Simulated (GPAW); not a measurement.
GaN: dielectric tensor with PBE

**The experiment to reproduce.**

From “Studying electronic properties in GaN without electrical contacts using γ-γ vs e−-γ Perturbed Angular Correlations”, 2019, pmc:6823545, for a bulk crystal of GaN: band gap 3.503 ± 0.005 eV (direct).

The system is GaN.

```
CELL_PARAMETERS angstrom
3.18000 0.00000 0.00000
-1.59000 2.75396 0.00000
0.00000 0.00000 5.16600
ATOMIC_POSITIONS crystal
Ga 0.66667 0.33333 0.50000
Ga 0.33333 0.66667 0.00000
N 0.66667 0.33333 0.87500
N 0.33333 0.66667 0.37500
```

| Quantity | Value |
| --- | --- |
| Program | GPAW 26.7.0 |
| Task | dielectric tensor |
| Functional | PBE |
| Potentials or basis | GPAW PAW data sets (gpaw-data 1.2.1) |
| Cutoff | 600 eV |
| Basis | pw |
| k mesh | 8 × 8 × 4 |
| Occupations | fermi-dirac, width 0.001 eV |
| Spin | no spin polarisation |
| Response ecut | 80 eV |
| Maxiter | 150 |
| Response k mesh | 17 × 17 × 9 |
| Response bands | 48 |
| Kernels | ["RPA", "ALDA", "Bootstrap"] |
| Coarser k mesh | 12 × 12 × 7 |

The band gap on the k mesh is 2.05 eV, direct and the electronic dielectric tensor (diagonal) is 5.36, 5.36, 5.46.

Electronic dielectric tensor:
```
5.36 0.00 0.00
0.00 5.36 0.00
0.00 0.00 5.46
```

It took 13 min on 1 thread of Arm Neoverse V1, with other jobs on the host, peak memory 1.3 GiB.

A measured gap of GaN is 3.503 eV (direct; quoted in “Studying electronic properties in GaN without electrical contacts using γ-γ vs e−-γ Perturbed Angular Correlations”, 2019, pmc:6823545); the calculated 2.05 eV misses it by -1.45 eV. Spin-orbit coupling on Ga is left out. The value is that of PBE on a finite k mesh, which can miss the band edges, without temperature or zero-point motion. Semilocal functionals fall short of measured gaps as a rule.

Caveat: the long-wavelength limit can be off by a per cent or two; an odd mesh through Γ misses points on the zone boundary, where band edges often lie.
